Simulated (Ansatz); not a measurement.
**Fe₅Pt (P4/mmm)**

Computed with DFT PBE, scalar-relativistic, plane waves, PAW (Ansatz).

Settings: cutoff 420 eV, Γ-centred mesh 14×14×4 on the computed 6-atom cell, Gaussian smearing of 0.10 eV; collinear spin from starting moments 3.1 2.7 2.8 2.7 3.1 0.6 μB.

The structure is relaxed at this level of theory with its symmetry kept, and needn't be the ground state of this composition.

Space group P4/mmm (No. 123). a = 2.891 Å, b = 2.891 Å, c = 8.984 Å, α = 90.00°, β = 90.00°, γ = 90.00°
```
atom  site  symmetry       x       y       z
  Fe    2h       4mm  0.5000  0.5000  0.1880
  Fe    2g       4mm  0.0000  0.0000  0.3418
  Fe    1d     4/mmm  0.5000  0.5000  0.5000
  Pt    1a     4/mmm  0.0000  0.0000  0.0000
```

| Quantity | Value |
| --- | --- |
| Space group | P4/mmm (No. 123) |
| Volume per atom | 12.52 Å³ |
| Formation energy from the elements' standard states (uncorrected) | -0.045 eV/atom |
| Kohn–Sham band gap | none (metal) |
| Density of states at the Fermi level | 4.6 states/eV per cell |
| Orbital (Löwdin) character within 0.5 eV of the Fermi level | Fe 3d 81 %, Pt 5d 8 %, unprojected 4 % |
| Bader charge by site (e) | Fe (2 in the cell) 0.34, Fe (2 in the cell) 0.01, Fe (1 in the cell) 0.03, Pt (1 in the cell) -0.73 |
| Total moment | 13.52 μB per cell |
| Moment by site (μB) | Fe1 2.83, Fe2 2.47, Fe3 2.55, Fe4 2.47, Fe5 2.83, Pt6 0.52 |

Spin-orbit coupling is left out, which matters for the bands of heavy elements.

Only this magnetic start was tried.

The cell was found from a structure generator's guess, not taken from experiment. Löwdin shares on free-atom orbitals overweight diffuse shells.
